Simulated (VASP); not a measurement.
ZnO (zincite): single point with RPBE+D3(BJ)

**The experiment to reproduce.**

From “Electronic structure of alkaline earth and post-transition metal oxides”, 2009, arxiv:0908.1581, for a bulk crystal of ZnO: band gap 3.37 eV.

The system is ZnO (zincite).

```
CELL_PARAMETERS angstrom
3.20792 0.00000 0.00000
-1.60396 2.77814 0.00000
0.00000 0.00000 5.12627
ATOMIC_POSITIONS crystal
Zn 0.66667 0.33333 0.99835
Zn 0.33333 0.66667 0.49835
O 0.33333 0.66667 0.88066
O 0.66667 0.33333 0.38066
```

| Item | Value |
| --- | --- |
| Program | VASP 6.6.1 |
| Task | single point |
| Functional | RPBE |
| Dispersion | D3(BJ) |
| Potentials or basis | VASP PAW PBE potentials, release 64 (Zn, O) |
| Cutoff | 520 eV |
| k mesh | 9 × 9 × 5 |
| Occupations | fermi-dirac, width 0.05 eV |
| Spin | no spin polarisation |

```json
{"Pressure": "1.4 GPa", "Band gap on the k mesh": "0.94 eV, direct", "Dispersion energy per atom": "-0.885 eV"}
```

Levels at points of the mesh, in eV from the valence-band top:
| k point | band 15 | band 16 | band 17 | band 18 | band 19 | band 20 | band 21 | band 22 |
| --- | --- | --- | --- | --- | --- | --- | --- | --- |
| (0.00, 0.00, 0.00) | -0.83 | -0.11 | 0.00 | 0.00 | 0.94 | 5.43 | 8.52 | 13.12 |

Wall time 43 s on 1 thread of AMD EPYC 7R13 Processor (Zen 3) (shared host), peak memory 0.16 GiB.

Measured gap of ZnO: 3.37 eV (quoted in “Electronic structure of alkaline earth and post-transition metal oxides”, 2009, arxiv:0908.1581). This calculation gives 0.94 eV (-2.43 eV). So large a miss can be the level of theory's own, or it may mean another phase, state or a wrong row. The value is that of RPBE+D3(BJ), without temperature or zero-point motion. Semilocal functionals fall short of measured gaps as a rule.

Caveat: the PAW data sets were made with another functional, which shifts forces and pressure a little.
